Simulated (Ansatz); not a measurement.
Level of theory: Ansatz 0.2.0, DFT PBE, scalar-relativistic, plane waves, PAW. Settings: cutoff 420 eV, Γ-centred meshes spaced at most about 0.3 Å⁻¹, and about 0.25 Å⁻¹ or finer for metals (2π included), Gaussian smearing. Collinear spin in cells that started with moments and kept them past the coarse steps, no spin elsewhere.

Temperature and zero-point effects are left out.

Two forms of FeGe were relaxed alike.

A. (no spin)

```xyz
2
Lattice="2.8935 0.0000 0.0000 0.0000 2.8935 0.0000 0.0000 0.0000 2.8935" Properties=species:S:1:pos:R:3 pbc="T T T"
Fe    0.0000    0.0000    0.0000
Ge    1.4468    1.4468    1.4468
```

B. (site moments Fe 1.7 μB)

```xyz
2
Lattice="2.9919 0.0000 0.0000 -1.4959 2.5911 0.0000 0.0000 0.0000 3.4858" Properties=species:S:1:pos:R:3 pbc="T T T"
Fe    0.0000    0.0000    0.0000
Ge    0.0000    1.7274    1.7429
```

Question: Which would you expect to be lower, and how large is the difference?

Answer: B is lower, by 10 meV/atom. A has the caesium chloride type, space group Pm-3m (No. 221), 12.1 Å³/atom and no gap on its mesh; B has the tungsten carbide type, space group P-6m2 (No. 187), 13.5 Å³/atom and no gap. Counting Ge atoms around Fe (those within 1.25 times the shortest such distance or 1.15 times the sum of covalent radii, 1.27 where that leaves under three), A has Fe 8 and B has Fe 6. Their magnetic states differ too, which can make part of the margin. The lower one is the more open, so pressure narrows the difference. In A, around Fe lie 8 Ge at 2.51 Å and 6 Fe at 2.89 Å; Ge is surrounded by 8 Fe at 2.51 Å and 6 Ge at 2.89 Å. In B, Fe has 6 Ge at 2.45 Å; Ge has 6 Fe at 2.45 Å. Both come from invented guesses. The part of the Crystallography Open Database at hand lists FeGe in space group No. 198, which no cell shown has.

The k mesh leaves some 4 meV/atom of noise in the energy of each metallic cell. The magnetic state reached may not be the lowest. Trial moments died out on the coarse mesh in Pm-3m; another magnetic start might hold. Cells relaxed within their symmetry can be saddle points. Some types were kept out of the candidates beforehand, so the set may lack a known form.
